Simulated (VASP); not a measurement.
Wanted: the native input for a VASP 6.6.1 run.

| Property | Result |
| --- | --- |
| Task | relaxation of cell and atoms |
| Functional | PBEsol |
| Potentials or basis | VASP PAW PBE potentials, release 64 (Ga_d, As) |
| Cutoff | 600 eV |
| k mesh | 10 × 10 × 10 |
| Occupations | gaussian, width 0.03 eV |
| Spin | no spin polarisation |
| Further INCAR settings | ALGO = Normal; EDIFF = 1e-06; IBRION = 2; EDIFFG = -0.01; NSW = 90; ISIF = 3 |

The structure of GaAs lies in POSCAR:

```
GaAs
1.0
    0.0000000000      2.8268500000      2.8268500000
    2.8268500000      0.0000000000      2.8268500000
    2.8268500000      2.8268500000      0.0000000000
Ga As
1 1
Direct
    0.0000000000      0.0000000000      0.0000000000
    0.2500000000      0.2500000000      0.2500000000
```

The cell was built by a generator and needn't be a form met in nature.

The input as run:

INCAR

```
SYSTEM = GaAs
PREC = Accurate
ENCUT = 600
EDIFF = 1E-6
ISMEAR = 0
SIGMA = 0.03
LREAL = .False.
LASPH = .True.
NELM = 80
ALGO = Normal
ISIF = 3
LWAVE = .False.
LCHARG = .False.
GGA = PS
IBRION = 2
NSW = 90
EDIFFG = -0.01
KPAR = 2
```

KPOINTS

```
regular mesh
0
Gamma
  10 10 10
  0 0 0
```

Potentials or basis: VASP PAW PBE potentials, release 64 (Ga_d, As).

Run with:

```console
$ cat potpaw_PBE.64/Ga_d/POTCAR potpaw_PBE.64/As/POTCAR > POTCAR
$ mpirun -np 2 vasp_std > vasp.out
```

It gave:

```json
{
  "Relaxed volume": "22.70 Å³/atom",
  "Relaxed cell": "a = 4.004 Å, b = 4.004 Å, c = 4.004 Å, α = 60.00°, β = 60.00°, γ = 60.00°",
  "Space group after relaxing (to 0.05 Å)": "F-43m (No. 216)",
  "Energy gained by relaxing": "0.1 meV/atom",
  "Ionic steps": "3",
  "Pressure after relaxing": "0.0 GPa",
  "Band gap on the k mesh": "0.42 eV, direct"
}
```

Caveat: the PAW data sets were made with another functional, which shifts forces and pressure a little.

It took 14 s on 2 MPI ranks on Intel(R) Xeon(R) Platinum 8559C (Emerald Rapids), with other jobs on the host, peak memory 0.19 GiB a rank.
